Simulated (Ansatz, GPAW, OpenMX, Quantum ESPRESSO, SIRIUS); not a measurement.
**One calculation of MnS, 9 ways**

```
Mn S
1.0
     0.00000    2.60450    2.60450
     2.60450    0.00000    2.60450
     2.60450    2.60450    0.00000
Mn S
1 1
Cartesian
  0.0000 0.0000 0.0000
  2.6045 2.6045 2.6045
```

Alike in all runs: task band structure; functional PBE; k mesh 9 × 9 × 9; occupations fermi-dirac, width 0.05 eV; collinear spin, ferromagnetic start; no spin-orbit coupling. The measured crystal is an antiferromagnetic insulator; the state found here is the runs' own. Pressure is positive in compression and, in plane waves, holds the error of the finite cutoff, which Ansatz's Pulay term estimates and takes out.

```
                                                        program and potentials  plane-wave cutoff (eV)                             notes  pressure (GPa)  net moment per atom (μB)
                                                            Ansatz, Ansatz PAW                     420  Pulay term of +0.04 GPa included           -2.90                      2.36
       SIRIUS, all-electron FP-LAPW (Koelling-Harmon valence), apw+lo standard                       -                                 -               -                      2.35
                            Quantum ESPRESSO, PseudoDojo 0.4.1 SR PBE standard                    1306                                 -           -2.04                      2.38
                  SIRIUS, all-electron FP-LAPW (ZORA valence), apw+lo standard                       -                                 -               -                      2.35
                                       Ansatz, PseudoDojo standard (PBE files)                    1306                                 -           -2.02                      2.38
OpenMX, OpenMX 2013 PBE set, Mn6.0-s3p2d2f1, S7.0-s3p2d2f1, grid cutoff 400 Ry                       -                      atomic basis           -1.65                      2.37
  OpenMX, OpenMX 2013 PBE set, Mn6.0-s3p2d2, S7.0-s2p2d1f1, grid cutoff 400 Ry                       -                      atomic basis           -1.48                      2.36
                                    GPAW, GPAW PAW data sets (gpaw-data 1.2.1)                     600                                 -           -2.99                      2.35
                                Ansatz, all-electron LAPW, scalar-relativistic                       -                                 -           -2.87                      2.36
```

The pressure spans -2.99 (GPAW, GPAW PAW data sets (gpaw-data 1.2.1)) to -1.48 GPa (OpenMX, OpenMX 2013 PBE set, Mn6.0-s3p2d2, S7.0-s2p2d1f1, grid cutoff 400 Ry), with all-electron results at -2.87. The net moment per atom spans 2.35 (GPAW, GPAW PAW data sets (gpaw-data 1.2.1)) to 2.38 μB (Quantum ESPRESSO, PseudoDojo 0.4.1 SR PBE standard), with all-electron results at 2.35 to 2.36. The state is the one that the start led to, which needn't be the lowest. Rows in atomic bases carry the error of their basis and grid, which can be large.

Differences between rows come from potentials, basis sets and numerical settings, since the functional is the same but for its coding. Runs on potential files found faulty are left out.
